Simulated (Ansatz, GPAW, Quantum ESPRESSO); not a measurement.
InAs: programs and potentials compared

```xyz
2
Lattice="0.0000 3.0180 3.0180 3.0180 0.0000 3.0180 3.0180 3.0180 0.0000" Properties=species:S:1:pos:R:3 pbc="T T T"
In    0.0000    0.0000    0.0000
As    4.5270    4.5270    4.5270
```

Alike in all runs: task band structure; functional revPBE; k mesh 8 × 8 × 8; occupations fermi-dirac, width 0.05 eV; no spin polarisation; no spin-orbit coupling. Pressure is positive in compression and, in plane waves, holds the error of the finite cutoff, which Ansatz's Pulay term estimates and takes out.

| program and potentials | plane-wave cutoff (eV) | notes | pressure (GPa) |
| --- | --- | --- | --- |
| Ansatz, Ansatz PAW | 420 | potentials made for PBE, which Ansatz adapts in part; 14 valence electrons an atom on average; Pulay term of +0.04 GPa included | 5.56 |
| Ansatz, all-electron LAPW, scalar-relativistic | - | - | 5.57 |
| Quantum ESPRESSO, PseudoDojo 0.4.1 SR PBE standard | 1143 | potentials made for PBE; 14 valence electrons an atom on average | 5.77 |
| GPAW, the program's PAW data sets (release 1.2.1) made for this functional | 600 | 9 valence electrons an atom on average | 5.33 |

The pressure spans 5.33 (GPAW, the program's PAW data sets (release 1.2.1) made for this functional) to 5.77 GPa (Quantum ESPRESSO, PseudoDojo 0.4.1 SR PBE standard), with all-electron results at 5.57. Some sets were made for another functional than the one run, which can shift their rows.

The functional is the same throughout but for its coding, so the spread measures potentials, basis and numerics; runs on potential files found faulty are left out.

All four runs put the crystal under clear compression, so revPBE would favour a larger cell than the one used. This fits the functional's known tendency to underbind: its strongly enhanced gradient exchange favours inhomogeneous densities and weakens the In-As bonds, an effect usually marked in semiconductors of heavier elements. The spread among programs is small beside this common offset and, given the stiffness of InAs, would correspond to only a slight change in equilibrium lattice constant.

Ansatz PAW at 5.56 GPa practically reproduces the all-electron 5.57 GPa, while Quantum ESPRESSO lies above and GPAW below. The smaller valence space in GPAW probably means that the As 3d shell is frozen, which may contribute to its lower pressure, but the data set's construction differs too. Valence count alone can't explain the spread, since Ansatz PAW and Quantum ESPRESSO share the same average yet differ. Close agreement in pressure doesn't establish equal accuracy for the band gap, which depends on individual band-edge states rather than the total-energy response to strain.
